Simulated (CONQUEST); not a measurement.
AlN under changes of volume

One of the cells (10.451 Å³/atom); the others are scaled copies at fixed shape and fractional positions:

```
Al N
1.0
     3.11300    0.00000    0.00000
     0.00000    4.98100    0.00000
     0.00000    0.00000    5.39187
Al N
4 4
Direct
  0.00000 0.50000 0.33333
  0.50000 0.50000 0.83333
  0.00000 0.00000 0.66667
  0.50000 0.00000 0.16667
  0.00000 0.88000 0.33333
  0.50000 0.88000 0.83333
  0.00000 0.38000 0.66667
  0.50000 0.38000 0.16667
```

* Program: CONQUEST 1.3
* Functional: LDA
* Potentials or basis: PseudoDojo NC LDA, DZP, grid of 36 × 60 × 60 points
* k mesh: 9 × 6 × 5
* Occupations: fermi-dirac, width 0.05 eV
* Spin: no spin polarisation

| volume (Å³/atom) | energy over the lowest point (meV/atom) | pressure (GPa) | gap on the mesh (eV) | largest force (eV/Å) |
| --- | --- | --- | --- | --- |
| 9.824 | 14.97 | 10.9 | 4.94 | 0.175 |
| 10.033 | 4.36 | 5.5 | 4.86 | 0.165 |
| 10.242 | 0.00 | 1.2 | 4.66 | 0.151 |
| 10.451 | ? | ? | ? | ? |
| 10.660 | 6.88 | -6.4 | 4.28 | 0.130 |
| 10.869 | 17.37 | -9.8 | 4.09 | 0.108 |
| 11.078 | 32.40 | -13.0 | 3.92 | 0.106 |

What does the run at 10.451 Å³/atom give?

Energy over the lowest point 1.02 meV/atom; pressure -2.7 GPa; gap on the mesh 4.46 eV; largest force 0.136 eV/Å.

Worked out: A Birch-Murnaghan fit of order 3 (a polynomial in V^(-2/3)) to the other rows has its minimum at 10.31 Å³/atom with B0 = V·E''(V) = 201 GPa and B' = 3.0 at fixed shape and positions, which overstates the stiffness. It gives 0.86 meV/atom at 10.451 Å³/atom, against the run's 1.02, and -dE/dV = -2.7 GPa, against -2.7. A parabola through the other rows of the gap, of slope -8.94 eV per unit of ln V there, gives 4.48 eV, against the run's 4.46.

Energies are extrapolated to zero smearing.

Caveats: an odd mesh through Γ misses points on the zone boundary, where band edges often lie; the basis of atomic orbitals isn't converged, which shifts pressures, moduli and gaps.
